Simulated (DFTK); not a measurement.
MoS2 in DFTK: convergence with supersampling

The system is MoS2.

```
CELL_PARAMETERS angstrom
3.22746 0.00000 0.00000
-1.61373 2.79507 0.00000
0.00000 0.00000 6.31247
ATOMIC_POSITIONS crystal
Mo 0.00000 0.00000 0.50000
S 0.66667 0.33333 0.74468
S 0.33333 0.66667 0.25532
```

Measurements of this composition are mostly on another form, of space group No. 194.

* Program: DFTK 0.8.2
* Task: convergence study
* Functional: r2SCAN
* Potentials or basis: SG15 1.2 (PBE)
* Cutoff: 1225 eV
* k mesh: 4 × 4 × 2
* Occupations: fermi-dirac, width 0.02 eV
* Spin: no spin polarisation

These are the settings of the first run; the series varies supersampling, with any setting tied to it.

Hardware: 1 thread of Intel(R) Xeon(R) Platinum 8375C CPU @ 2.90GHz (Ice Lake), on a shared host.

```csv
supersampling,"energy less the tightest run, at zero smearing (meV/atom)",largest force (eV/Å),SCF cycles
1.2,-0.12,0.240,13
1.4,-0.35,0.232,13
1.6,-0.18,0.235,13
1.8,-0.05,0.235,14
2,0.02,0.234,13
2.5,0.00,0.235,13
```

Against the tightest run, the energy stays within 1 meV/atom from 1.2 on; the largest force stays within 0.005 eV/Å from 1.4 on. The tightest run that finished is the yardstick and may itself not be fully converged.

Caveat, for the tightest run too: the k mesh is coarse (spacing up to 0.56 Å⁻¹), so the values aren't converged; the potentials were made for another functional, which shifts forces and pressure.
